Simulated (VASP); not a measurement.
Here is a VASP 6.6.1 calculation.

The input INCAR:

```
ALGO = Normal
EDIFF = 1E-7
ENCUT = 520
ISIF = 2
ISMEAR = 0
LASPH = True
LCHARG = False
LREAL = False
LWAVE = False
NBANDS = 24
NELM = 100
PREC = Accurate
SIGMA = 0.05
```

Contents of KPOINTS:

```
k-points
0
Gamma
  9 9 6
```

POSCAR

```
CaO
1.0
    3.7923770333      0.0000000000      0.0000000000
   -1.8961885166      3.2842948516      0.0000000000
    0.0000000000      0.0000000000      4.6652190097
Ca O
2 2
Direct
    0.3333333333      0.6666666667      0.7500000000
    0.6666666667      0.3333333333      0.2500000000
    0.3333333333      0.6666666667      0.2500000000
    0.6666666667      0.3333333333      0.7500000000
```

Potentials or basis: VASP PAW LDA potentials, release 64 (Ca_sv, O).

The run is started by

```bash
$ cat potpaw_LDA.64/Ca_sv/POTCAR potpaw_LDA.64/O/POTCAR > POTCAR
$ mpirun -np 1 vasp_std > vasp.out
```

**Question.** Predict the pressure.

**Answer.** 8.6 GPa.

**Question.** Predict the band gap on the k mesh.

**Answer.** 3.55 eV, direct.

Stress tensor (GPa, compression positive):
```
10.16  0.00  0.00
 0.00 10.16  0.00
 0.00  0.00  5.34
```

Caveat: an odd mesh through Γ misses points on the zone boundary, where band edges often lie.
